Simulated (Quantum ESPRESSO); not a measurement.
# SiC (Moissanite) (P6_3mc) in Quantum ESPRESSO: a series of runs

One crystal, SiC (Moissanite), is run at these levels: RPBE, WC, AM05; tasks: phonons.

Program: Quantum ESPRESSO 7.5. These are calculated values, not measurements. Logs are shortened: lines on timing, memory, paths and dates and some standing lists are left out, and cuts for length are marked.

## 1. The structure

Symmetry: P6_3mc, No. 186, hexagonal system. Conventional cell: a = 3.076 Å, b = 3.076 Å, c = 5.048 Å, α = 90.00°, β = 90.00°, γ = 120.00°. Around Si (site symmetry 3m) lie 4 C at 1.87 to 1.94 Å. Around C (site symmetry 3m) lie 4 Si at 1.87 to 1.94 Å.

## 2. Phonons, RPBE

The input, pw.in:

```
&CONTROL
  calculation = 'scf'
  prefix = 'pwscf'
  outdir = './tmp'
  pseudo_dir = './pseudo'
  tprnfor = .true.
  tstress = .true.
  disk_io = 'low'
/
&SYSTEM
  ibrav = 0
  nat = 4
  ntyp = 2
  ecutwfc = 82
  nbnd = 14
  input_dft = 'rpbe'
  occupations = 'smearing'
  smearing = 'fd'
  degauss = 0.00367493
/
&ELECTRONS
  conv_thr = 8d-10
  electron_maxstep = 120
  mixing_beta = 0.5
/
ATOMIC_SPECIES
Si    28.0850 Si.upf
C     12.0110 C.upf
CELL_PARAMETERS angstrom
   3.0760000000    0.0000000000    0.0000000000
  -1.5380000000    2.6638941420    0.0000000000
   0.0000000000    0.0000000000    5.0480000000
ATOMIC_POSITIONS crystal
Si     0.6666666667    0.3333333333    0.5000000000
Si     0.3333333333    0.6666666667    0.0000000000
C      0.6666666667    0.3333333333    0.8850000000
C      0.3333333333    0.6666666667    0.3850000000
K_POINTS automatic
6 6 4 0 0 1
```

The input, relax.in:

```
&CONTROL
  calculation = 'relax'
  prefix = 'pwscf'
  outdir = './tmp'
  pseudo_dir = './pseudo'
  tprnfor = .true.
  tstress = .true.
  disk_io = 'low'
  nstep = 40
  forc_conv_thr = 0.0001
  etot_conv_thr = 1d-06
/
&SYSTEM
  ibrav = 0
  nat = 4
  ntyp = 2
  ecutwfc = 82
  nbnd = 14
  input_dft = 'rpbe'
  occupations = 'smearing'
  smearing = 'fd'
  degauss = 0.00367493
/
&ELECTRONS
  conv_thr = 8d-10
  electron_maxstep = 120
  mixing_beta = 0.5
/
&IONS
  ion_dynamics = 'bfgs'
/
ATOMIC_SPECIES
Si    28.0850 Si.upf
C     12.0110 C.upf
CELL_PARAMETERS angstrom
   3.0760000000    0.0000000000    0.0000000000
  -1.5380000000    2.6638941420    0.0000000000
   0.0000000000    0.0000000000    5.0480000000
ATOMIC_POSITIONS crystal
Si     0.6666666667    0.3333333333    0.5000000000
Si     0.3333333333    0.6666666667    0.0000000000
C      0.6666666667    0.3333333333    0.8850000000
C      0.3333333333    0.6666666667    0.3850000000
K_POINTS automatic
6 6 4 0 0 1
```

The input, scf2.in:

```
&CONTROL
  calculation = 'scf'
  prefix = 'pwscf'
  outdir = './tmp'
  pseudo_dir = './pseudo'
  tprnfor = .true.
  tstress = .true.
  disk_io = 'low'
/
&SYSTEM
  ibrav = 0
  nat = 4
  ntyp = 2
  ecutwfc = 82
  nbnd = 14
  input_dft = 'rpbe'
  occupations = 'fixed'
/
&ELECTRONS
  conv_thr = 1d-13
  electron_maxstep = 120
  mixing_beta = 0.5
  startingpot = 'file'
  startingwfc = 'file'
/
ATOMIC_SPECIES
Si    28.0850 Si.upf
C     12.0110 C.upf
CELL_PARAMETERS angstrom
   3.0760000000    0.0000000000    0.0000000000
  -1.5380000000    2.6638941420    0.0000000000
   0.0000000000    0.0000000000    5.0480000000
ATOMIC_POSITIONS crystal
Si     0.6666666667    0.3333333333    0.5045766089
Si     0.3333333333    0.6666666667    0.0045766089
C      0.6666666667    0.3333333333    0.8804233911
C      0.3333333333    0.6666666667    0.3804233911
K_POINTS automatic
6 6 4 0 0 1
```

The input, ph.in:

```
phonons of SiC
&INPUTPH
  prefix = 'pwscf'
  outdir = './tmp'
  tr2_ph = 1d-16
  fildyn = 'dyn'
  niter_ph = 60
  alpha_mix(1) = 0.7
  epsil = .true.
/
0.0000000000 0.0000000000 0.0000000000
```

The input, dynmat.in:

```
&INPUT
  fildyn = 'dyn'
  asr = 'crystal'
  lperm = .true.
  filout = 'dynmat.disp'
  fileig = 'dynmat.eig'
/
```

The input, dynmat_lo.in:

```
&INPUT
  fildyn = 'dyn'
  asr = 'crystal'
  filout = 'dynmat_lo.disp'
  fileig = 'dynmat_lo.eig'
  q(1) = 0
  q(2) = 0
  q(3) = 1
/
```

Potentials or basis: PseudoDojo 0.4.1 SR PBE standard.

Command:

```bash
OMP_NUM_THREADS=1 pw.x -in pw.in > pw.out
OMP_NUM_THREADS=1 pw.x -in relax.in > relax.out
OMP_NUM_THREADS=1 pw.x -in scf2.in > scf2.out
OMP_NUM_THREADS=1 ph.x -in ph.in > ph.out
OMP_NUM_THREADS=1 dynmat.x -in dynmat.in > dynmat.out
OMP_NUM_THREADS=1 dynmat.x -in dynmat_lo.in > dynmat_lo.out
```

pw.out:

```text
This program is part of the open-source Quantum ESPRESSO suite
     for quantum simulation of materials; please cite
         "P. Giannozzi et al., J. Phys.:Condens. Matter 21 395502 (2009);
         "P. Giannozzi et al., J. Phys.:Condens. Matter 29 465901 (2017);
         "P. Giannozzi et al., J. Chem. Phys. 152 154105 (2020);
     in publications or presentations arising from this work. More details at

     IMPORTANT: XC functional enforced from input :
     Exchange-correlation= RPBE
                           (   1   4  44   4   0   0   0)
     Any further DFT definition will be discarded
     Please, verify this is what you really want

     Message from routine setup:
     using ibrav=0 with symmetry is DISCOURAGED, use correct ibrav instead

     G-vector sticks info
     --------------------
     sticks:   dense  smooth     PW     G-vecs:    dense   smooth      PW
     Sum         757     757    223                27991    27991    4475

     Using Slab Decomposition

     bravais-lattice index     =            0
     lattice parameter (alat)  =       5.8128  a.u.
     unit-cell volume          =     279.1382 (a.u.)^3
     number of atoms/cell      =            4
     number of atomic types    =            2
     number of electrons       =        16.00
     number of Kohn-Sham states=           14
     kinetic-energy cutoff     =      82.0000  Ry
     charge density cutoff     =     328.0000  Ry
     scf convergence threshold =      8.0E-10
     mixing beta               =       0.5000
     number of iterations used =            8  plain     mixing
     Exchange-correlation= RPBE
                           (   1   4  44   4   0   0   0)

     celldm(1)=   5.812798  celldm(2)=   0.000000  celldm(3)=   0.000000
     celldm(4)=   0.000000  celldm(5)=   0.000000  celldm(6)=   0.000000

     crystal axes: (cart. coord. in units of alat)
               a(1) = (   1.000000   0.000000   0.000000 )
               a(2) = (  -0.500000   0.866025   0.000000 )
               a(3) = (   0.000000   0.000000   1.641092 )

     reciprocal axes: (cart. coord. in units 2 pi/alat)
               b(1) = (  1.000000  0.577350 -0.000000 )
               b(2) = (  0.000000  1.154701  0.000000 )
               b(3) = (  0.000000 -0.000000  0.609350 )

     PseudoPot. # 1 for Si read from file:
     Si.upf
     Pseudo is Norm-conserving + core correction, Zval =  4.0
     Generated using ONCVPSP code by D. R. Hamann
     Using radial grid of 1510 points,  6 beta functions with:
                l(1) =   0
                l(2) =   0
                l(3) =   1
                l(4) =   1
                l(5) =   2
                l(6) =   2

     PseudoPot. # 2 for C  read from file:
     C.upf
     Pseudo is Norm-conserving + core correction, Zval =  4.0
     Generated using ONCVPSP code by D. R. Hamann
     Using radial grid of 1248 points,  4 beta functions with:
                l(1) =   0
                l(2) =   0
                l(3) =   1
                l(4) =   1

     atomic species   valence    mass     pseudopotential
     Si                4.00    28.08500     Si( 1.00)
     C                 4.00    12.01100     C ( 1.00)

     12 Sym. Ops. (no inversion) found ( 6 have fractional translation)

   Cartesian axes

     site n.     atom                  positions (alat units)
         1        Si     tau(   1) = (   0.5000000   0.2886751   0.8205462  )
         2        Si     tau(   2) = (  -0.0000000   0.5773503   0.0000000  )
         3        C      tau(   3) = (   0.5000000   0.2886751   1.4523667  )
         4        C      tau(   4) = (  -0.0000000   0.5773503   0.6318205  )

     number of k points=    14  Fermi-Dirac smearing, width (Ry)=  0.0037
                       cart. coord. in units 2pi/alat
        k(    1) = (   0.0000000   0.0000000   0.0761688), wk =   0.0277778
        k(    2) = (   0.0000000   0.0000000   0.2285063), wk =   0.0277778
        k(    3) = (   0.0000000   0.1924501   0.0761688), wk =   0.1666667
        k(    4) = (   0.0000000   0.1924501   0.2285063), wk =   0.1666667
        k(    5) = (   0.0000000   0.3849002   0.0761688), wk =   0.1666667
        k(    6) = (   0.0000000   0.3849002   0.2285063), wk =   0.1666667
        k(    7) = (   0.0000000  -0.5773503   0.0761688), wk =   0.0833333
        k(    8) = (   0.0000000  -0.5773503   0.2285063), wk =   0.0833333
        k(    9) = (   0.1666667   0.2886751   0.0761688), wk =   0.1666667
        k(   10) = (   0.1666667   0.2886751   0.2285063), wk =   0.1666667
        k(   11) = (   0.1666667   0.4811252   0.0761688), wk =   0.3333333
        k(   12) = (   0.1666667   0.4811252   0.2285063), wk =   0.3333333
        k(   13) = (   0.3333333   0.5773503   0.0761688), wk =   0.0555556
        k(   14) = (   0.3333333   0.5773503   0.2285063), wk =   0.0555556

     Dense  grid:    27991 G-vectors     FFT dimensions: (  36,  36,  60)

     Initial potential from superposition of free atoms

     starting charge      15.9987, renormalised to      16.0000
     Starting wfcs are   16 randomized atomic wfcs

     Self-consistent Calculation

     iteration #  1     ecut=    82.00 Ry     beta= 0.50
     Davidson diagonalization with overlap
     ethr =  1.00E-02,  avg # of iterations =  3.5

     total energy              =     -40.87343967 Ry
     estimated scf accuracy    <       0.89181568 Ry
[... 50 lines left out ...]
     iteration #  9     ecut=    82.00 Ry     beta= 0.50
     Davidson diagonalization with overlap
     ethr =  2.28E-10,  avg # of iterations =  2.0

     End of self-consistent calculation

          k = 0.0000 0.0000 0.0762 (  3507 PWs)   bands (ev):

    -5.8189  -2.7169   1.5836   8.3019   8.3019   9.3636   9.4847   9.4847
    14.5371  16.2313  16.3661  16.3661  17.1864  18.3568
[... 23 lines left out ...]
    -3.4138  -2.3757   2.8267   3.8096   5.8707   7.1294   7.8569   7.9078
    13.1500  14.0519  15.4371  17.0335  19.0322  20.3751

          k = 0.0000-0.5774 0.0762 (  3492 PWs)   bands (ev):

    -2.5124  -1.1196   1.6045   3.0020   4.7874   6.3334   6.8879   8.2164
    12.5563  13.6951  16.6977  17.2988  18.3065  19.2772

          k = 0.0000-0.5774 0.2285 (  3476 PWs)   bands (ev):

    -2.0507  -1.3863   1.1572   1.8371   6.6402   6.7762   7.5313   7.8201
    12.7636  13.1057  15.3258  15.4271  19.0056  20.5278

          k = 0.1667 0.2887 0.0762 (  3494 PWs)   bands (ev):
[... 26 lines left out ...]
    -1.1504  -1.1504   2.0508   2.0508   3.5344   4.5237   7.7377   7.7377
    14.5840  15.1025  15.1025  16.9356  20.0084  20.0085

     the Fermi energy is    10.7728 ev

!    total energy              =     -41.09100171 Ry
     estimated scf accuracy    <          4.0E-11 Ry
     smearing contrib. (-TS)   =      -0.00000000 Ry
     internal energy E=F+TS    =     -41.09100171 Ry

     The total energy is F=E-TS. E is the sum of the following terms:
     one-electron contribution =      11.07265802 Ry
     hartree contribution      =       4.77754434 Ry
     xc contribution           =     -15.15201486 Ry
     ewald contribution        =     -41.78918921 Ry

     convergence has been achieved in   9 iterations

     Forces acting on atoms (cartesian axes, Ry/au):

     atom    1 type  1   force =    -0.00000000   -0.00000000    0.02936337
     atom    2 type  1   force =     0.00000000    0.00000000    0.02936337
     atom    3 type  2   force =    -0.00000000   -0.00000000   -0.02936337
     atom    4 type  2   force =     0.00000000    0.00000000   -0.02936337

     Total force =     0.058727     Total SCF correction =     0.000003

     Computing stress (Cartesian axis) and pressure

          total   stress  (Ry/bohr**3)                   (kbar)     P=       45.41
   0.00042245   0.00000000   0.00000000           62.14        0.00        0.00
   0.00000000   0.00042245   0.00000000            0.00       62.14        0.00
   0.00000000   0.00000000   0.00008108            0.00        0.00       11.93

=------------------------------------------------------------------------------=
   JOB DONE.
=------------------------------------------------------------------------------=
```

It took 1.9 min on 1 thread of AMD EPYC 9R45 (Zen 5), shared host; peak memory 0.08 GiB.

What came out:

* Free energy: -559.1077 eV
* Pressure after relaxing: 4.3 GPa
* Electronic dielectric tensor (diagonal): 7.22, 7.22, 7.25
* Born charges (mean of the diagonal): Si +2.70; C -2.79 e
* Highest phonon frequency at Γ, LO-TO splitting left out: 832 cm⁻¹
* Static dielectric tensor (diagonal): 10.46, 10.46, 11.20

The path:
```
step  energy change (eV)  largest force (eV/Å)  pressure (GPa)
   1              0.0000                0.7550            4.54
   2             -0.0321                0.2653            4.31
   3             -0.0361                0.0309            4.26
   4             -0.0361                0.0011            4.26
   5             -0.0361                0.0003            4.26
```

Final structure:
```cif
data_structure
_symmetry_space_group_name_H-M 'P 1'
_symmetry_Int_Tables_number 1
_cell_length_a 3.0760
_cell_length_b 3.0760
_cell_length_c 5.0480
_cell_angle_alpha 90.000
_cell_angle_beta 90.000
_cell_angle_gamma 120.000
_cell_volume 41.36
loop_
_atom_site_label
_atom_site_type_symbol
_atom_site_fract_x
_atom_site_fract_y
_atom_site_fract_z
_atom_site_occupancy
Si1 Si 0.66667 0.33333 0.50458 1
Si2 Si 0.33333 0.66667 0.00458 1
C1 C 0.66667 0.33333 0.88042 1
C2 C 0.33333 0.66667 0.38042 1
```

Phonon frequencies in cm⁻¹ (negative: imaginary):
| q point | frequencies |
| --- | --- |
| (0.000, 0.000, 0.000) | -1 -1 0 258 258 593 761 761 765 796 796 832 |

Electronic dielectric tensor:
```
7.22 0.00 0.00
0.00 7.22 0.00
0.00 0.00 7.25
```

Born effective charge tensors (e):
atom 1, Si
```
2.62 0.00 0.00
0.00 2.62 0.00
0.00 0.00 2.85
```
atom 2, Si
```
2.62 0.00 0.00
0.00 2.62 0.00
0.00 0.00 2.85
```
atom 3, C
```
-2.76  0.00  0.00
 0.00 -2.76  0.00
 0.00  0.00 -2.87
```
atom 4, C
```
-2.76  0.00  0.00
 0.00 -2.76  0.00
 0.00  0.00 -2.87
```

Optical modes at Γ, degenerate ones joined, polar ones without the macroscopic field:
| cm⁻¹ | components | symmetry | active in | IR intensity, summed ((D/Å)²/amu) |
| --- | --- | --- | --- | --- |
| 258 | 2 | E2 | Raman | 0.00 |
| 593 | 1 | B1 | silent | 0.00 |
| 761 | 2 | E2 | Raman | 0.00 |
| 765 | 1 | A1 | IR and Raman | 44.84 |
| 796 | 2 | E1 | IR and Raman | 79.34 |
| 832 | 1 | B1 | silent | 0.00 |

Zone-centre frequencies without and with the macroscopic field along z (cm⁻¹):
```tsv
	optical modes in rising order
without	258 258 593 761 761 765 796 796 832
with the field	258 258 593 761 761 796 796 832 951
```

Static dielectric tensor, electrons and zone-centre modes:
```
10.46  0.00  0.00
 0.00 10.46  0.00
 0.00  0.00 11.20
```

Caveat: the mesh is thin for the dielectric tensor, Born charges and intensities, which usually come out too large; the potentials were made for another functional, which shifts forces and pressure; the cell is more than 3 GPa from zero pressure, which shifts response properties; the Born charges break their sum rule by 0.19 e, a sign of too thin a mesh.

(Continued in part 2 of 4.)
